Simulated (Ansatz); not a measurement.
Crystal: Bi.

```
Bi
1.0
    -1.98143    1.98143    1.98143
     1.98143   -1.98143    1.98143
     1.98143    1.98143   -1.98143
Bi
1
Cartesian
  0.0000 0.0000 0.0000
```

This isn't the form of Bi at room conditions, which is rhombohedral.

| Item | Value |
| --- | --- |
| Program | Ansatz 0.2.0 |
| Task | relaxation of cell and atoms |
| Functional | PBEsol |
| Dispersion | D3(BJ) |
| Potentials or basis | Ansatz PAW |
| Cutoff | 420 eV (not typed: the program's choice for these potentials) |
| k mesh | 9 × 9 × 9 |
| Occupations | fermi-dirac, width 0.05 eV |
| Spin | no spin polarisation |

At the start: volume 31.12 Å³/atom.

Task: How do energy, volume and symmetry change on relaxing?

Result: It ends after 5 steps and the volume is 28.52 Å³/atom (-8.3 %); space group Im-3m (No. 229, to 0.05 Å).

The path:
```csv
step,energy change (eV),largest force (eV/Å),volume (Å³)
1,0.0000,0.0000,31.12
2,-0.0392,0.0000,27.85
3,-0.0422,0.0000,28.60
4,-0.0423,0.0000,28.52
5,-0.0417,0.0000,28.52
```

Final structure:
```cif
data_structure
_symmetry_space_group_name_H-M 'P 1'
_symmetry_Int_Tables_number 1
_cell_length_a 3.3337
_cell_length_b 3.3337
_cell_length_c 3.3337
_cell_angle_alpha 109.471
_cell_angle_beta 109.471
_cell_angle_gamma 109.471
_cell_volume 28.52
loop_
_atom_site_label
_atom_site_type_symbol
_atom_site_fract_x
_atom_site_fract_y
_atom_site_fract_z
_atom_site_occupancy
Bi1 Bi 0.00000 0.00000 0.00000 1
```

Caveat: the plane-wave basis is chosen anew once the cell has moved, so the energies of steps on either side of that aren't comparable; the PAW data sets come from PBE, with cores solved anew for the run's functional, which leaves a small shift of forces and pressure.
